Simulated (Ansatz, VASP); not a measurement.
## AlN in two plane-wave programs

One calculation is typed for both programs; each brings its own data sets and cutoff. How far apart do they land? The cell is taken from a series of VASP runs on this material, whose earlier steps may have relaxed, scaled or displaced it; both programs get it as it stands.

Main program and level: Ansatz 0.2.0; plane waves, with VASP 6.6.1 beside it; relaxation of cell and atoms at PBE.

### 1. The starting structure

The structure is hexagonal, space group P6_3mc (No. 186). The conventional cell has a = 3.128 Å, b = 3.128 Å, c = 5.018 Å, α = 90.00°, β = 90.00°, γ = 120.00°. Nearest to Al lie 4 N at 1.90 to 1.91 Å. Nearest to N lie 4 Al at 1.90 to 1.91 Å. Farther neighbours and most contacts between anions are not listed.

As a file:

```xyz
4
Lattice="3.1279 0.0000 0.0000 -1.5640 2.7089 0.0000 0.0000 0.0000 5.0184" Properties=species:S:1:pos:R:3 pbc="T T T"
Al    0.0000    1.8059    5.0151
Al    1.5640    0.9030    2.5059
N     0.0000    1.8059    1.9103
N     1.5640    0.9030    4.4195
```

### 2. VASP: relaxation of cell and atoms, PBE

The relaxed volume is the usual yardstick between codes: its relative difference is about their pressure difference at one cell divided by the bulk modulus.

Lines of VASP's logs that name or quote its potential files are left out, and so is its time.

INCAR reads:

```
SYSTEM = AlN
PREC = Accurate
ENCUT = 520
EDIFF = 1E-06
NELM = 100
ISMEAR = 0
SIGMA = 0.05
LREAL = .FALSE.
ALGO = Normal
GGA = PE
NBANDS = 14
LORBIT = 11
LWAVE = .FALSE.
LCHARG = .FALSE.
KPAR = 4
IBRION = 2
NSW = 60
ISIF = 3
EDIFFG = -0.01
```

POSCAR reads:

```
AlN
1.0
    3.1279388183      0.0000000000      0.0000000000
   -1.5639694091      2.7088744781      0.0000000000
    0.0000000000      0.0000000000      5.0184391277
Al N
2 2
Direct
    0.3333333333      0.6666666667      0.9993397674
    0.6666666667      0.3333333333      0.4993397674
    0.3333333333      0.6666666667      0.3806602326
    0.6666666667      0.3333333333      0.8806602326
```

KPOINTS reads:

```
Automatic mesh
0
Gamma
8 8 5
0 0 0
```

The projector-augmented-wave data sets are Al and N (PBE family, release 64).

On the command line:

```
$ mpirun -np 4 vasp_std
```

Numbers of over 12 decimals in the logs are rounded to 6 here.

What it wrote:

```text
[banner, memory and clock lines left out]
running    4 mpi-ranks, on    1 nodes
 distrk:  each k-point on    1 cores,    4 groups
 distr:  one band on    1 cores,    1 groups

 POSCAR found type information on POSCAR AlN
 POSCAR found :  2 types and       4 ions
 LDA part: xc-table for (Slater+PW92), standard interpolation
 POSCAR, INCAR and KPOINTS ok, starting setup
 FFT: planning ... GRIDC
 FFT: planning ... GRID_SOFT
 FFT: planning ... GRID
 WAVECAR not read
 entering main loop
       N       E                     dE             d eps       ncg     rms          rms(c)
DAV:   1     0.449145614475E+02    0.44915E+02   -0.73936E+03   840   0.101E+03
DAV:   2    -0.302821903979E+02   -0.75197E+02   -0.68745E+02  1152   0.203E+02
DAV:   3    -0.344316524113E+02   -0.41495E+01   -0.41267E+01  1086   0.492E+01
DAV:   4    -0.344617164275E+02   -0.30064E-01   -0.30058E-01   996   0.484E+00
DAV:   5    -0.344620843171E+02   -0.36789E-03   -0.36785E-03  1086   0.551E-01    0.121E+01
DAV:   6    -0.297596215198E+02    0.47025E+01   -0.13180E+01  1038   0.270E+01    0.418E+00
DAV:   7    -0.297921917516E+02   -0.32570E-01   -0.76111E-01   960   0.619E+00    0.291E+00
DAV:   8    -0.297859427484E+02    0.62490E-02   -0.77070E-02   978   0.267E+00    0.563E-01
DAV:   9    -0.297798538333E+02    0.60889E-02   -0.20008E-02  1134   0.103E+00    0.250E-01
DAV:  10    -0.297805509902E+02   -0.69716E-03   -0.30751E-03   948   0.366E-01    0.146E-01
DAV:  11    -0.297804396133E+02    0.11138E-03   -0.28343E-04  1062   0.129E-01    0.362E-02
DAV:  12    -0.297804422711E+02   -0.26578E-05   -0.14409E-05  1020   0.341E-02    0.102E-02
DAV:  13    -0.297804420749E+02    0.19623E-06   -0.65807E-06  1098   0.193E-02
   1 F= -.29780442E+02 E0= -.29780442E+02  d E =-.297804E+02
 curvature:   0.00 expect dE= 0.000E+00 dE for cont linesearch  0.000E+00
 trial: gam= 0.00000 g(F)=  0.371E-05 g(S)=  0.133E-04 ort = 0.000E+00 (trialstep = 0.100E+01)
 search vector abs. value=  0.170E-04
 reached required accuracy - stopping structural energy minimisation
```

Parts of OUTCAR (step 2):

```text
ion  position               nearest neighbor table
   1  0.333  0.667  0.999-   4 1.90   4 1.90   4 1.90   3 1.91   2 3.09   2 3.09   2 3.09   2 3.09
                             2 3.09   2 3.09
   2  0.667  0.333  0.499-   3 1.90   3 1.90   3 1.90   4 1.91   1 3.09   1 3.09   1 3.09   1 3.09
                             1 3.09   1 3.09
   3  0.333  0.667  0.381-   2 1.90   2 1.90   2 1.90   1 1.91
   4  0.667  0.333  0.881-   1 1.90   1 1.90   1 1.90   2 1.91

  LATTYP: Found a hexagonal cell.
 ALAT       =     3.1279388183
 C/A-ratio  =     1.6043917158

 Subroutine GETGRP returns: Found 12 space group operations
 (whereof  6 operations were pure point group operations)

The static configuration has the point symmetry C_3v.
 The point group associated with its full space group is C_6v.

 Found     30 irreducible k-points:

   k-points           NKPTS =     30   k-points in BZ     NKDIM =     30   number of bands    NBANDS=     14

   dimension x,y,z NGX =    24 NGY =   24 NGZ =   40
   dimension x,y,z NGXF=    48 NGYF=   48 NGZF=   80

   ENCUT  =  520.0 eV  38.22 Ry    6.18 a.u.   5.82  5.82  9.33*2*pi/ulx,y,z

   NELECT =      16.0000    total number of electrons

 k-points in reciprocal lattice and weights: Automatic mesh
   0.00000000  0.00000000  0.00000000       0.003
   0.12500000  0.00000000  0.00000000       0.019
   0.25000000  0.00000000  0.00000000       0.019
   0.37500000  0.00000000  0.00000000       0.019
   0.50000000  0.00000000  0.00000000       0.009
   0.12500000  0.12500000  0.00000000       0.019
   0.25000000  0.12500000  0.00000000       0.038
   0.37500000  0.12500000  0.00000000       0.038
   0.25000000  0.25000000  0.00000000       0.019
[...]
0.25000000  0.25000000  0.40000000       0.038
   0.37500000  0.25000000  0.40000000       0.038

 average (electrostatic) potential at core
       1 -71.9090       2 -71.9090       3 -60.1352       4 -60.1352

 E-fermi :   6.2403

 k-point     1 :       0.0000    0.0000    0.0000
  band No.  band energies     occupation
    ...
      4       5.1359      2.00000
      5       5.1359      2.00000
      6       5.7765      2.00000
      7       5.7765      2.00000
      8       5.9710      2.00000
      9      10.0315      0.00000
     10      12.5046      0.00000
     11      16.4379      0.00000
     12      17.0218      0.00000
     13      17.0218      0.00000
    ...

 k-point     2 :       0.1250    0.0000    0.0000
  band No.  band energies     occupation
    ...
      4       4.2740      2.00000
      5       4.8973      2.00000
      6       4.9509      2.00000
      7       5.7367      2.00000
      8       5.8814      2.00000
      9      10.8673      0.00000
     10      13.2385      0.00000
     11      15.6484      0.00000
     12      15.9600      0.00000
     13      17.5713      0.00000
    ...

 k-point     3 :       0.2500    0.0000    0.0000
  band No.  band energies     occupation
    ...
      4       2.5701      2.00000
      5       3.5336      2.00000
      6       4.4391      2.00000
      7       5.5413      2.00000
      8       5.5706      2.00000
      9      12.0424      0.00000
     10      13.4903      0.00000
     11      13.9781      0.00000
     12      15.8704      0.00000
     13      17.4674      0.00000
    ...

  Total        0.0202572      0.0202572     -0.0167243      0.0000000     -0.0000000      0.0000000
  in kB        0.7632626      0.7632626     -0.6301494      0.0000000     -0.0000000      0.0000000
  external PRESSURE =       0.2987920 kB  Pullay stress =       0.0000000 kB

  energy-cutoff  :      520.00
  volume of cell :       42.52
      direct lattice vectors                 reciprocal lattice vectors
     3.127938818  0.000000000  0.000000000     0.319699348  0.184578504  0.000000000
    -1.563969409  2.708874478  0.000000000     0.000000000  0.369157009  0.000000000
     0.000000000  0.000000000  5.018439128     0.000000000  0.000000000  0.199265145

 POSITION                                       TOTAL-FORCE (eV/Angst)
 -----------------------------------------------------------------------------------
     -0.00000      1.80592      5.01513         0.000000     -0.000000     -0.004386
      1.56397      0.90296      2.50591        -0.000000      0.000000     -0.004386
     -0.00000      1.80592      1.91032         0.000000      0.000000      0.004386
      1.56397      0.90296      4.41954        -0.000000      0.000000      0.004386
 -----------------------------------------------------------------------------------
    total drift:                               -0.000000     -0.000000      0.000488

  FREE ENERGIE OF THE ION-ELECTRON SYSTEM (eV)
  ---------------------------------------------------
  free  energy   TOTEN  =       -29.7804420749 eV

  energy  without entropy=      -29.7804420749  energy(sigma->0) =      -29.78044207

 reached required accuracy - stopping structural energy minimisation

 total charge
# of ion       s       p       d       tot
------------------------------------------
    1        0.366   0.431   0.000   0.797
    2        0.366   0.431   0.000   0.797
    3        1.222   2.627   0.000   3.849
    4        1.222   2.627   0.000   3.849
--------------------------------------------------
tot          3.175   6.117   0.000   9.292

[... 3 further parts left out ...]
```

### 3. Ansatz: relaxation of cell and atoms, PBE

Ansatz runs on its default PAW (the set named soft_2) files.

The same cell, functional, mesh and smearing now go to Ansatz, which takes its cutoff from its data sets.

input.yaml reads:

```yaml
crystal:
  lattice:
    - [3.1279388183, 0.0, 0.0]
    - [-1.5639694091, 2.7088744781, 0.0]
    - [0.0, 0.0, 5.0184391277]
  atoms:
    - { symbol: Al, position: [0.3333333333, 0.6666666667, 0.9993397674] }
    - { symbol: Al, position: [0.6666666667, 0.3333333333, 0.4993397674] }
    - { symbol: "N", position: [0.3333333333, 0.6666666667, 0.3806602326] }
    - { symbol: "N", position: [0.6666666667, 0.3333333333, 0.8806602326] }
hamiltonian:
  xc: pbe
  pseudopotentials: { kind: paw }
kpoints:
  mp_grid: { grid: [8, 8, 5] }
scf:
  occupations: { method: gaussian, width: 0.05 }
relax:
  f_tol: 0.01
  max_steps: 60
  cell: { stress_tol: 0.05 }
output:
  forces: true
  stress: true
```

On the command line:

```
$ ansatz run input.yaml --threads 4 --pin off --max-ram 9216MiB --backend cpu --events-out ev --progress --plain --runs-dir out
```

What it wrote:

```text
Engine: ansatz 0.2.0, aarch64-unknown-linux-gnu
Pseudopotentials: kind: paw
Pseudopotential: Al, paw, valence charge 3, recommended cutoff 420 eV (normal), Al.paw.azcp
Pseudopotential: N, paw, valence charge 5, recommended cutoff 420 eV (normal), N.paw.azcp
Functional definition: PBE
  parameter kappa = 0.804
  parameter beta = 0.066725
  exchange = pbe_x(kappa = kappa, mu = beta*pi^2/3)
  correlation = pbe_c(beta = beta)
Crystal: 4 atoms, lattice volume = 42.522 Å³
Basis set: ecut = 420 eV, 833 PW (Γ), exchange–correlation on 48×48×72 points (8 copies of the dense FFT grid, shifted against one another)
Bands: 12, of which v1, the nominal top of the filled ones, is band 8 counted from 1 (7 counted from 0)
Symmetry: 12 space group operations
Space group: P63mc (ITA 186), of the structure as read, at distance tolerance 3.5e-5 Å
k-points: 30 of 320 (time reversal used)
Non-local potential: Al, projectors of the file, l = 0: 2, l = 1: 2, l = 2: 1
Non-local potential: N, projectors of the file, l = 0: 2, l = 1: 2, l = 2: 1
PAW form: soft (Blöchl's): semilocal exchange-correlation on the pseudo side does not see the compensation charge
PAW one-centre angular grid: Al, 110 points (default); XC on 64 Gauss nodes
PAW one-centre angular grid: N, 110 points (default); XC on 64 Gauss nodes
Initial density: superposition of atomic densities (neutral atoms: chi_scale 0, normalization atom), corrected by the library's trained network
Initial wavefunctions: pseudopotential atomic-orbital guess
Functional: x = pbe(κ = 0.804, μ = 0.219515), c = pbe(β = 0.066725)
SCF iter   1: F=—  HF=-1848.507730 eV  |F-HF|=—  |Δ(HF+E_count)|=         —  Δρ=8.14e-4  dr2=1.33e-4  ethr=1.77e-3  ⟨swp⟩=5.5  Hψ=2335  notcnv=0
preconditioner: auto → none  [insulator: Δε(μ)=4.047 eV  Ē_g=12.995 eV  σ=0.050 eV  W_gap=1.00  n_scr=2 (ndim 8)  ℏωp=22.8 eV  f_vac=0.000  D(μ)=0.00/eV (n_scr^D=0)  ε∞_Penn≈4.1]
SCF iter   2: F=—  HF=-1848.508048 eV  |F-HF|=—  |Δ(HF+E_count)|=   3.18e-4  Δρ=3.92e-4  dr2=1.98e-5  ethr=8.28e-7  ⟨swp⟩=2.4  Hψ=817  notcnv=0
SCF iter   3: F=—  HF=-1848.507891 eV  |F-HF|=—  |Δ(HF+E_count)|=   1.57e-4  Δρ=6.71e-5  dr2=7.89e-7  ethr=1.24e-7  ⟨swp⟩=2.2  Hψ=577  notcnv=0
iter 4 did not close the SCF: its close was put off for the readings that it lacked (scf_convergence_deferred on its scf_iter line)
SCF iter   4: F=-1848.507893 eV  HF=-1848.507893 eV  |F-HF|=1.11e-8  |Δ(HF+E_count)|=   2.32e-6  Δρ=9.85e-6  dr2=1.74e-8  ethr=4.93e-9  ⟨swp⟩=2.0  Hψ=594  notcnv=0
iter 5 did not close the SCF: its close was put off for the readings that it lacked (scf_convergence_deferred on its scf_iter line)
SCF iter   5: F=-1848.507893 eV  HF=-1848.507893 eV  |F-HF|=8.55e-10  |Δ(HF+E_count)|=   1.33e-8  Δρ=2.38e-6  dr2=1.23e-9  ethr=1.09e-10  ⟨swp⟩=2.5  Hψ=614  notcnv=0
SCF iter   6: F=-1848.507893 eV  HF=-1848.507893 eV  |F-HF|=1.14e-11  |Δ(HF+E_count)|=  3.64e-10  Δρ=2.11e-7  dr2=7.45e-12  ethr=7.71e-12  ⟨swp⟩=1.4  Hψ=1028  notcnv=0
SCF 1 converged in 6 iterations: F = -1848.507893 eV  dr2 = 7.45e-12
  greatest PAW one-centre occupation: 0.787 electrons in one spin orbital (limit 2), on the N atom at site 3 (counted from 0), in its partial waves of l = 0
relax step   1: F+E_penalty+E_count = -1848.50789320 eV  Δ(F+E_penalty+E_count) = +0.000e0 eV  max|allowed force component| = 5.012e-3 eV/Å  Δτ_max = 0.0000 Å  P = +0.284 GPa  Ω = 42.522 Å³  (6 SCF iters, dr2 threshold 1.00e-7 eV, accepted)
[...]
relax step   2: F+E_penalty+E_count = -1848.50785957 eV  Δ(F+E_penalty+E_count) = +3.363e-5 eV  max|allowed force component| = 3.082e-3 eV/Å  Δτ_max = 0.0004 Å  P = +0.135 GPa  Ω = 42.552 Å³  energy of the carried Pulay correction = -9.221e-5 eV  (6 SCF iters, dr2 threshold 3.08e-7 eV, accepted)
[...]
relax step   3: F+E_penalty+E_count = -1848.50778572 eV  Δ(F+E_penalty+E_count) = +7.386e-5 eV  max|allowed force component| = 5.389e-4 eV/Å  Δτ_max = 0.0002 Å  P = -0.001 GPa  Ω = 42.581 Å³  energy of the carried Pulay correction = -1.795e-4 eV  (6 SCF iters, dr2 threshold 5.10e-8 eV, accepted)
[...]
relax step   4: F+E_penalty+E_count = -1848.50789622 eV  Δ(F+E_penalty+E_count) = -1.105e-4 eV  max|allowed force component| = 5.326e-4 eV/Å  Δτ_max = 0.0000 Å  P = +0.006 GPa  Ω = 42.581 Å³  stress off target by 5.99e-3 GPa  SCF on the basis re-selected at this cell (its energy is not comparable with the rows above)  (8 SCF iters)
basis re-selected at this cell: Δ(F+E_penalty+E_count) = -1.105e-4 eV, ΔP = +0.007 GPa vs the last step (what re-selecting the basis moved, of the pressure what is left beyond the Pulay correction that the steps carried, after the strain that the cell walked since its last selection, with what the two solves' SCF thresholds leave and, on support functions, any second-order correction that the steps lacked; it is no m [...]
SCF converged after 8 iterations
Free energy (F): -1848.507896 eV
Harris-Foulkes:  -1848.507896 eV  (|F-HF|=2.27e-13)
Internal energy: -1848.507896 eV  (E = F + TS)
E sigma→0 (E₀):  -1848.507896 eV
Fermi energy:    8.960235 eV
--- Per-component energies (eV) ---
  E_band       = 27.854338
  E_kinetic    = 317.320392
  E_local      = -451.608935  (includes V_loc(G=0)·N_el)
  E_nonlocal   = 110.504893
  E_hartree    = 156.642617
  E_xc         = -203.249706
  E_vxc        = -215.379556  (∫ρ·V_xc dr)
  E_paw        = -1190.067208  (= ΣΔE_a)
  E_vpaw       = -46.267886  (= ΣTr[D̂ρ^β])
  E_aug_tail   = 0.000195  (compensation charges beyond the density's cutoff)
  E_ewald      = -588.050146
  E_smearing   = -0.000000  (= −TS)
  E_closure    = -0.000000  (closes the sum)
  Σ components = -1848.507896   (vs F -1848.507896, Δ=0.00e0)
--- Forces (eV/Å), atoms counted from 1 ---
  atom   1  Al    -0.00000000    -0.00000000    -0.00053858
  atom   2  Al     0.00000000     0.00000000    -0.00053858
  atom   3  N      0.00000000     0.00000000     0.00052669
  atom   4  N     -0.00000000    -0.00000000     0.00052669
  max |Σ_I F_I| component: 2.38e-5 eV/Å
--- Stress (GPa, compression-positive) ---
        0.005989      -0.000000       0.000000
       -0.000000       0.005989      -0.000000
        0.000000      -0.000000       0.005985
  P = ⅓ Tr σ = 0.0060 GPa (0.060 kbar)
--- Relaxed structure (3 steps of the walk, 3 accepted, 1 SCFs on fresh bases) ---
  F+E_penalty+E_count = -1848.50789622 eV   max|allowed force component| = 5.326e-4 eV/Å   (the final SCF, on the basis selected at the relaxed cell)
  cell:  # Å, volume = 42.5808 Å³
    - [3.130233, -2.8888637453593848e-11, 0]
    - [-1.565117, 2.710861, 0]
    - [0, 0, 5.017986]
  atoms:
    - { symbol: Al, position: [0.333333, 0.666667, 0.999233] }
    - { symbol: Al, position: [0.666667, 0.333333, 0.499233] }
    - { symbol: N, position: [0.333333, 0.666667, 0.380767] }
    - { symbol: N, position: [0.666667, 0.333333, 0.880767] }
```

Run time: 1.9 s. Hardware: 4 threads of Arm Neoverse V1, shared host; peak memory 0.32 GiB.

### 4. Differences

Known differences besides the potentials themselves: both relaxations stop at a tolerance, which leaves soft axes loose, and VASP keeps its plane-wave basis; the cutoff is 420 eV in Ansatz and 520 eV in VASP; VASP leaves aspherical gradient terms in its spheres out (LASPH is not set), Ansatz keeps them; Ansatz adds a Pulay correction to the stress that steers its cell, VASP none. Total energies have different zeros and are not compared.

The two programs side by side:

```
                                         quantity  Ansatz   VASP  difference
                                      volume (Å³)   42.58  42.52     +0.14 %
edge a after relaxation, in the typed setting (Å)   3.130  3.128     +0.07 %
edge c after relaxation, in the typed setting (Å)   5.018  5.018     -0.01 %
```

The walks stopped with 0.01 GPa left in Ansatz and 0.03 GPa in VASP; each walk ends within a tolerance, so the volume difference is uncertain by about these residues over the bulk modulus, most in soft cells.

### 5. What came out

- difference in volume (relaxation of cell and atoms, PBE): 0.14 %

In words: The difference in volume is 0.14 % (relaxation of cell and atoms, PBE), within the 1.2 % picked in this series as the mark of a large difference, as far as the stopping tolerances let one tell. How closely two codes agree says nothing of how well the functional describes the real material.

[Lines on the potential files, build, host, timing and source positions are cut from VASP's logs without a mark.]

[Logs are printed without paths, hosts, clocks, repeated set-up lines and the standing remarks that a program may print on its own settings, such as how far it seeks lower states.]

[Hosts, paths, dates, database ids (printed as entryN), source tags and the programs' standing remarks are cut or masked in the printed files.]
